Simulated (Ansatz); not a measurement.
**PbSe: moving Se off its site**

PbSe, Fm-3m, a = 6.124 Å (as given, not relaxed at this level: 2.4 GPa). Ansatz: PBE, PAW, 420 eV, Γ-centred 10×10×10 mesh on 2 atoms, Gaussian smearing 0.03 eV; no spin polarisation.

```yaml
crystal:
  lattice:
    - [0.00000, 3.06215, 3.06215]
    - [3.06215, 0.00000, 3.06215]
    - [3.06215, 3.06215, 0.00000]
  atoms:
    - { symbol: Pb, position: [0.00000, 0.00000, 0.00000] }
    - { symbol: Se, position: [0.50000, 0.50000, 0.50000] }
```

Atom 2 (Se) moves by x along the unit vector (0.000, 0.000, -1.000), with its periodic images; all else is held. y is the free energy of the cell over the start, F the force along the path summed over the moved atoms. Symmetry makes y even in x.

```
  x (Å) y (meV) F (eV/Å)
-0.5000        ?         ?
-0.2500     33.3      0.37
 0.0000      0.0      0.00
 0.0625      1.2     -0.04
 0.1250      5.7     -0.11
 0.1875     15.4     -0.21
 0.3125     63.2     -0.60
 0.3750    109.9     -0.91
 0.4375    179.1     -1.32
```

**Question.** Fit y = c2 x² + c4 x⁴ to the energies of the other rows, give the force constant, and predict energy and force of the missing row.

**Answer.** Least squares on the rows shown. y = 340.67 x² + 3115.1 x⁴. The force constant is 2 c2 = 0.681 eV/Å², for the cell as given, at 2.4 GPa (for all images moving together, not for a lone atom). With two atoms in a cubic cell this is the optical mode at Γ without the LO field: ω = 521.5 √(2 c2/μ) = 57 cm⁻¹ for μ = 57.18 u. The force −dy/dx at the missing row is 1.90 eV/Å (computed 1.85). With a term in x⁶ added, the coefficient of x² becomes 318.1, 7 % less, which shows how far this figure hangs on the form. At x = -0.5000 the fit asked for gives 279.9 meV. The run gave 277.7 meV, so the fit is 2.2 meV too high, a small miss on the scale of the series.

Spin–orbit coupling is left out, which can shift energies with elements as heavy as these.